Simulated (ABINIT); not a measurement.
# HfN (P1) in ABINIT: single point with LDA

Aim: the single point of HfN with LDA.

All numbers are computed with ABINIT 10.8.3 (patched build); they aren't measurements. Logs are shortened: lines on timing, memory, paths and dates and some standing lists are left out, and cuts for length are marked. The log counts tension as positive stress, the text compression.

### Step 1. The cell of the first run

The typed cell holds 4 atoms: a = 3.602 Å, b = 2.958 Å, c = 4.552 Å, α = 105.92°, β = 96.76°, γ = 81.88°.

### Step 2. Single point, LDA (cell strained at random)

The input, run.abi:

```
pp_dirpath "./"
pseudos "Hf.upf, N.upf"

acell 3*1.0 Angstrom
rprim
    -0.1887940000    -2.3833340000    -2.6940260000
    -0.4210350000     1.9102410000    -2.2188660000
     4.5053300000    -0.2345170000     0.6082010000
ntypat 2
znucl 72 7
natom 4
typat 1 1 2 2
xred
     0.4958797100     0.5002090500     0.5072298200
     0.0002829200     0.9974712500     0.9901275900
     0.5002245600     0.5069259700     0.0032767200
     0.0036128200     0.9953937300     0.4993658600
chkprim 0
chksymtnons 0
tolsym 1.0e-6

ecut 42.0

kptopt 1
ngkpt 6 7 4
nshiftk 1
shiftk 0.0 0.0 0.0

ixc 7

nband 21
occopt 3
tsmear 0.05 eV

nstep 100
tolvrs 1.0e-10

iomode 3
prtwf 0
prtden 0
prteig 0
prtebands 0
enunit 1
```

Potentials or basis: PseudoDojo NC SR LDA v0.4.1 standard.

Started as:

```bash
$ abinit run.abi > log 2>&1
```

run.abo:

```text
.Version 10.8.3 of ABINIT
 Symmetries : space group P1 (#  1); Bravais aP (primitive triclinic)
================================================================================
 Values of the parameters that define the memory need of the present run
     intxc =       0    ionmov =       0      iscf =       7    lmnmax =       8
     lnmax =       8     mgfft =      54  mpssoang =       4    mqgrid =    3001
     natom =       4  nloc_mem =       1    nspden =       1   nspinor =       1
    nsppol =       1      nsym =       1    n1xccc =    2501    ntypat =       2
    occopt =       3   xclevel =       1
       mpw =        4057          nfft =       77760          nkpt =          86
================================================================================
================================================================================

--------------------------------------------------------------------------------
------------- Echo of variables that govern the present computation ------------
--------------------------------------------------------------------------------
 -outvars: echo values of preprocessed input variables --------
            acell      1.8897261259E+00  1.8897261259E+00  1.8897261259E+00 Bohr
              amu      1.78490000E+02  1.40067400E+01
          chkprim           0
      chksymtnons           0
             ecut      4.20000000E+01 Hartree
           enunit           1
                       outvar_i_n : Printing only first  50 k-points.
              ixc           7
                       outvar_i_n : Printing only first  50 k-points.
         kptrlatt        6    0    0      0    7    0      0    0    4
          kptrlen      3.44099608E+01
            natom           4
            nband          21
            ngfft          40      36      54
             nkpt          86
            nstep         100
             nsym           1
           ntypat           2
                       prtocc : prtvol=0, do not print more k-points.
           occopt           3
           prtden           0
        prtebands           0
           prteig           0
            prtwf           0
            rprim     -1.8879400000E-01 -2.3833340000E+00 -2.6940260000E+00
                      -4.2103500000E-01  1.9102410000E+00 -2.2188660000E+00
                       4.5053300000E+00 -2.3451700000E-01  6.0820100000E-01
          spgroup           1
           tolsym      1.00000000E-06
           tolvrs      1.00000000E-10
           tsmear      1.83746611E-03 Hartree
            typat      1  1  2  2
                       outvars : Printing only first  50 k-points.
           xangst      1.9810130936E+00 -3.4528115257E-01 -2.1373120018E+00
                       4.0408278137E+00  1.6725344332E+00 -1.6118206461E+00
                      -2.9311026644E-01 -2.2461987617E-01 -2.4704258654E+00
                       1.8300303122E+00  1.7757215741E+00 -1.9146635197E+00
            xcart      3.7435721987E+00 -6.5248681479E-01 -4.0389343290E+00
                       7.6360578899E+00  3.1606320149E+00 -3.0458995852E+00
                      -5.5389812827E-01 -4.2447004839E-01 -4.6684283001E+00
                       3.4582560921E+00  3.3556274508E+00 -3.6181896755E+00
             xred      4.9587971000E-01  5.0020905000E-01  5.0722982000E-01
                       2.8292000000E-04  9.9747125000E-01  9.9012759000E-01
                       5.0022456000E-01  5.0692597000E-01  3.2767200000E-03
                       3.6128200000E-03  9.9539373000E-01  4.9936586000E-01
            znucl       72.00000    7.00000

================================================================================

 chkinp: Checking input parameters for consistency.

================================================================================
== DATASET  1 ==================================================================

--- !DatasetInfo
iteration_state: {dtset: 1, }
dimensions: {natom: 4, nkpt: 86, mband: 21, nsppol: 1, nspinor: 1, nspden: 1, mpw: 4057, }
cutoff_energies: {ecut:  42.0, pawecutdg:  -1.0, }
electrons: {nelect:   3.40000000E+01, charge:   0.00000000E+00, occopt:   3.00000000E+00, tsmear:   1.83746611E-03, }
meta: {optdriver: 0, ionmov: 0, optcell: 0, iscf: 7, paral_kgb: 0, }
...

 Exchange-correlation functional for the present dataset will be:
  LDA: Perdew-Wang 92 LSD fit to Ceperley-Alder data - ixc=7
  J.P.Perdew and Y.Wang, PRB 45, 13244 (1992)

 Real(R)+Recip(G) space primitive vectors, cartesian coordinates (Bohr,Bohr^-1):
 R(1)= -0.3567690 -4.5038485 -5.0909713  G(1)=  0.0073769 -0.1120218 -0.0978404
 R(2)= -0.7956408  3.6098323 -4.1930490  G(2)=  0.0239364  0.1382659 -0.1239976
 R(3)=  8.5138398 -0.4431729  1.1493333  G(3)=  0.1200019  0.0082271 -0.0156879
 Unit cell volume ucvol=  3.1051528E+02 bohr^3
[... 50 lines left out ...]
- [ -0.3567690,  -4.5038485,  -5.0909713, ]
- [ -0.7956408,   3.6098323,  -4.1930491, ]
- [  8.5138398,  -0.4431729,   1.1493333, ]
lattice_lengths: [   6.80661,    5.58978,    8.60249, ]
lattice_angles: [105.924,  96.760,  81.883, ] # degrees, (23, 13, 12)
lattice_volume:   3.1051528E+02
convergence: {deltae: -5.969E-13, res2:  3.758E-12, residm:  2.700E-04, diffor: null, }
etotal    :  -1.33833715E+02
entropy   :   0.00000000E+00
fermie    :   4.80935711E-01
cartesian_stress_tensor: # hartree/bohr^3
- [  3.58877932E-04,  -3.97643655E-04,   7.58206732E-04, ]
- [ -3.97643655E-04,  -3.33172005E-04,   5.77305278E-04, ]
- [  7.58206732E-04,   5.77305278E-04,   5.34776675E-04, ]
pressure_GPa:  -5.4967E+00
xred      :
- [  4.9588E-01,   5.0021E-01,   5.0723E-01, Hf]
- [  2.8292E-04,   9.9747E-01,   9.9013E-01, Hf]
- [  5.0022E-01,   5.0693E-01,   3.2767E-03,  N]
- [  3.6128E-03,   9.9539E-01,   4.9937E-01,  N]
cartesian_forces: # hartree/bohr
- [ -1.36568433E-02,  -1.15050371E-02,   2.56824208E-03, ]
- [  1.69000090E-02,   8.18340147E-03,  -3.12126256E-03, ]
- [ -2.61610816E-03,  -2.28607216E-03,   3.28229088E-04, ]
- [ -6.27057576E-04,   5.60770782E-03,   2.24791389E-04, ]
force_length_stats: {min:   3.48968224E-03, max:   1.90347221E-02, mean:   1.15530890E-02, }
...

 Integrated electronic density in atomic spheres:
 ------------------------------------------------
 Atom  Sphere_radius  Integrated_density
    1        2.00000          8.50154539
    2        2.00000          8.50114658
    3        2.00000          5.18196843
    4        2.00000          5.18496254
================================================================================

 ----iterations are completed or convergence reached----

 Mean square residual over all n,k,spin=   12.375E-07; max=  27.003E-05
 reduced coordinates (array xred) for    4 atoms
       0.495879710000      0.500209050000      0.507229820000
       0.000282920000      0.997471250000      0.990127590000
       0.500224560000      0.506925970000      0.003276720000
       0.003612820000      0.995393730000      0.499365860000
 rms dE/dt=  5.5759E-02; max dE/dt=  1.0822E-01; dE/dt below (all hartree)
    1      -0.043614414022      0.041434088282      0.108221678870
    2       0.026995962435     -0.029181966253     -0.136669946747
    3      -0.009558442607      0.007547145913      0.020882745768
    4       0.026176979859     -0.019799225685      0.007565481516

 cartesian coordinates (angstrom) at end:
    1      1.98101309360411    -0.34528115256903    -2.13731200179594
    2      4.04082781371247     1.67253443319194    -1.61182064607283
    3     -0.29311026644199    -0.22461987616851    -2.47042586544786
    4      1.83003031218417     1.77572157405743    -1.91466351970564

 cartesian forces (hartree/bohr) at end:
    1     -0.01365684327500    -0.01150503713123     0.00256824208483
    2      0.01690000900905     0.00818340146990    -0.00312126256214
    3     -0.00261610815821    -0.00228607215872     0.00032822908793
    4     -0.00062705757584     0.00560770782005     0.00022479138938
 frms,max,avg= 7.8095015E-03 1.6900009E-02   8.070E-10  1.022E-09  3.246E-09 h/b

 cartesian forces (eV/Angstrom) at end:
    1     -0.70226311687673    -0.59161279608108     0.13206431787120
    2      0.86903340420318     0.42080742285648    -0.16050177419079
    3     -0.13452569032811    -0.11755455688127     0.01687821831871
    4     -0.03224459699834     0.28835993010587     0.01155923800088
 frms,max,avg= 4.0158071E-01 8.6903340E-01   4.150E-08  5.255E-08  1.669E-07 e/A
 length scales=  1.889726125908  1.889726125908  1.889726125908 bohr
              =  1.000000000000  1.000000000000  1.000000000000 angstroms
 Fermi (or HOMO) energy (eV) =  13.08693   Average Vxc (eV)= -13.56171
 Eigenvalues (   eV  ) for nkpt=  86  k points:
 kpt#   1, nband= 21, wtk=  0.00595, kpt=  0.0000  0.0000  0.0000 (reduced coord)
 -49.20075  -49.07676  -18.51981  -18.17044  -17.62870  -17.56813  -17.54882  -17.39058
  -3.57612   -2.19196    8.26607    9.38296    9.92220   10.45465   10.64942   11.03449
  11.10657   11.55260   11.96906   13.44123   14.45599
 prteigrs : prtvol=0 or 1, do not print more k-points.

--- !EnergyTerms
iteration_state     : {dtset: 1, }
comment             : Components of total free energy in Hartree
kinetic             :  4.34362222836631E+01
hartree             :  1.35421930056736E+01
xc                  : -3.45391798275968E+01
Ewald energy        : -1.06133825818510E+02
psp_core            :  5.96666203859786E+00
local_psp           : -5.91112259583308E+01
non_local_psp       :  3.00582488590608E+00
internal            : -1.33833329390597E+02
'-kT*entropy'       : -3.85290913148674E-04
total_energy        : -1.33833714681510E+02
total_energy_eV     : -3.64180090293300E+03
band_energy         : -1.09151211285091E+01
...

 Cartesian components of stress tensor (hartree/bohr^3)
  sigma(1 1)=  3.58877932E-04  sigma(3 2)=  5.77305278E-04
  sigma(2 2)= -3.33172005E-04  sigma(3 1)=  7.58206732E-04
  sigma(3 3)=  5.34776675E-04  sigma(2 1)= -3.97643655E-04

-Cartesian components of stress tensor (GPa)         [Pressure= -5.4967E+00 GPa]
- sigma(1 1)=  1.05585533E+01  sigma(3 2)=  1.69849077E+01
- sigma(2 2)= -9.80225881E+00  sigma(3 1)=  2.23072122E+01
- sigma(3 3)=  1.57336730E+01  sigma(2 1)= -1.16990802E+01

== END DATASET(S) ==============================================================
================================================================================

 -outvars: echo values of variables after computation  --------
            acell      1.8897261259E+00  1.8897261259E+00  1.8897261259E+00 Bohr
           etotal     -1.3383371468E+02
            fcart     -1.3656843275E-02 -1.1505037131E-02  2.5682420848E-03
                       1.6900009009E-02  8.1834014699E-03 -3.1212625621E-03
                      -2.6161081582E-03 -2.2860721587E-03  3.2822908793E-04
                      -6.2705757584E-04  5.6077078201E-03  2.2479138938E-04
            rprim     -1.8879400000E-01 -2.3833340000E+00 -2.6940260000E+00
                      -4.2103500000E-01  1.9102410000E+00 -2.2188660000E+00
                       4.5053300000E+00 -2.3451700000E-01  6.0820100000E-01
           strten      3.5887793242E-04 -3.3317200488E-04  5.3477667494E-04
                       5.7730527781E-04  7.5820673223E-04 -3.9764365492E-04
           xangst      1.9810130936E+00 -3.4528115257E-01 -2.1373120018E+00
                       4.0408278137E+00  1.6725344332E+00 -1.6118206461E+00
                      -2.9311026644E-01 -2.2461987617E-01 -2.4704258654E+00
                       1.8300303122E+00  1.7757215741E+00 -1.9146635197E+00
             xred      4.9587971000E-01  5.0020905000E-01  5.0722982000E-01
                       2.8292000000E-04  9.9747125000E-01  9.9012759000E-01
                       5.0022456000E-01  5.0692597000E-01  3.2767200000E-03
                       3.6128200000E-03  9.9539373000E-01  4.9936586000E-01
 Calculation completed.
```

Run time: 5 min. Hardware: 1 thread of Arm Neoverse V1, shared host; peak memory 0.17 GiB.

What came out:

* Free energy: -3641.8009 eV
* Pressure: -5.5 GPa
* Largest force: 0.979 eV/Å
* Band gap on the k mesh: none (metal or under the smearing width)
* Valence electrons inside the program's atomic spheres: Hf 8.50; N 5.18

Forces in eV/Å, atoms in the order of the input:
```
Hf  -0.702 -0.592  0.132
Hf   0.869  0.421 -0.161
N   -0.135 -0.118  0.017
N   -0.032  0.288  0.012
```

Levels at points of the mesh, in eV from the Fermi level:
```csv
k point,band 14,band 15,band 16,band 17,band 18,band 19,band 20,band 21
"(0.00, 0.00, 0.00)",-2.63,-2.44,-2.05,-1.98,-1.53,-1.12,0.35,1.37
"(0.50, 0.00, 0.00)",-4.67,-4.07,-3.99,1.43,1.44,1.92,1.92,3.37
"(0.00, 0.00, 0.50)",-3.63,-3.08,-3.04,-1.08,-0.68,1.41,1.92,2.45
"(0.50, 0.00, 0.50)",-5.39,-4.24,-2.83,0.46,1.55,1.86,2.95,4.87
```

Caveat: the k mesh is coarse (spacing up to 0.36 Å⁻¹), so the values aren't converged.
